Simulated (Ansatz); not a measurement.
Below is a relaxed structure of SiO2. The cell was found from a structure generator's guess, not taken from experiment.

These are results of DFT PBE, scalar-relativistic, plane waves, PAW in Ansatz, not measurements. Cutoff 420 eV, Γ-centred mesh, Gaussian smearing, no spin polarisation.

```yaml
crystal:
  lattice:
    - [10.12149, 0.00000, 0.00000]
    - [0.00000, 5.02955, 0.00000]
    - [0.00000, 0.00000, 6.13530]
  atoms:
    - { symbol: Si, position: [0.40224, 0.50000, 0.20873] }
    - { symbol: Si, position: [0.59776, 0.50000, 0.79127] }
    - { symbol: Si, position: [0.90224, 0.50000, 0.79127] }
    - { symbol: Si, position: [0.09776, 0.50000, 0.20873] }
    - { symbol: Si, position: [0.00000, 0.00000, 0.50000] }
    - { symbol: Si, position: [0.50000, 0.00000, 0.50000] }
    - { symbol: O, position: [0.50000, 0.50000, 0.00000] }
    - { symbol: O, position: [0.25000, 0.50000, 0.12137] }
    - { symbol: O, position: [0.42643, 0.23125, 0.34837] }
    - { symbol: O, position: [0.42643, 0.76875, 0.34837] }
    - { symbol: O, position: [0.75000, 0.50000, 0.87863] }
    - { symbol: O, position: [0.57357, 0.23125, 0.65163] }
    - { symbol: O, position: [0.57357, 0.76875, 0.65163] }
    - { symbol: O, position: [0.00000, 0.50000, 0.00000] }
    - { symbol: O, position: [0.92643, 0.23125, 0.65163] }
    - { symbol: O, position: [0.92643, 0.76875, 0.65163] }
    - { symbol: O, position: [0.07357, 0.23125, 0.34837] }
    - { symbol: O, position: [0.07357, 0.76875, 0.34837] }
```

The zero of energy is the elements' standard structures at the same level (O₂ as a molecule); no fitted shifts are applied.

Q: Find its symmetry and describe it.

A: Pmma (No. 51). Conventional cell: a = 10.121 Å, b = 5.030 Å, c = 6.135 Å. Around Si on a site of symmetry m lie 4 O at 1.62–1.63 Å; Si on a site of symmetry 2/m has 4 O at 1.67 Å; O on a site of symmetry 2/m has 2 Si at 1.62 Å; O on a site of symmetry mm2 has 2 Si at 1.63 Å; 1 more site not described.

Q: How far does it lie from the elements in energy?

A: −2.443 eV/atom.

Q: Is it a metal?

A: No, the gap on the 4×6×4 mesh is 2.83 eV.

Q: From what recipe could a structure generator have reached it?

A: One such recipe: 4-connected net, bridging atoms on its edges, bridges bent (Pmma, No. 51). Other recipes can lead to the same cell.

The last run used a 4×6×4 mesh (in the run's order of axes) for its 18-atom cell and Gaussian smearing of 0.02 eV. Kohn–Sham gaps at this level usually fall short of measured ones. Symmetry constrained the relaxation, so the result can be a saddle point. Another cell of SiO2 relaxed alike, in P4_122, lies 0.32 eV/atom lower, so this cell isn't the stable form at this level.
